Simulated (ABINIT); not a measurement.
The system is BAs.

```
As B
1.0
     0.00000    2.38850    2.38850
     2.38850    0.00000    2.38850
     2.38850    2.38850    0.00000
As B
1 1
Cartesian
  3.5827 3.5827 3.5827
  0.0000 0.0000 0.0000
```

```yaml
Program: ABINIT 10.8.3 (patched build)
Task: relaxation of cell and atoms
Functional: LDA
Potentials_or_basis: PseudoDojo NC SR LDA v0.4.1 standard
Cutoff: 1088 eV
k_mesh: 8 × 8 × 8
Occupations: fermi-dirac, width 0.05 eV
Spin: no spin polarisation
```

At the start: pressure -3.9 GPa; volume 13.63 Å³/atom.

Task: Where does the relaxation end?

Result: Over 4 steps the energy falls by 4.8 meV/atom and the volume is 13.25 Å³/atom (-2.8 %); space group F-43m (No. 216, to 0.05 Å).

The path:
```
step  energy change (eV)  largest force (eV/Å)  pressure (GPa)  volume (Å³)
   1              0.0000                0.0000           -3.93        27.25
   2             -0.0063                0.0000           -2.30        26.93
   3             -0.0095                0.0000            0.05        26.48
   4             -0.0095                0.0000            0.00        26.49
```

Final structure:
```
As B
1.0
     0.00000    2.36603    2.36603
     2.36603    0.00000    2.36603
     2.36603    2.36603    0.00000
As B
1 1
Direct
  0.75000 0.75000 0.75000
  0.00000 0.00000 0.00000
```
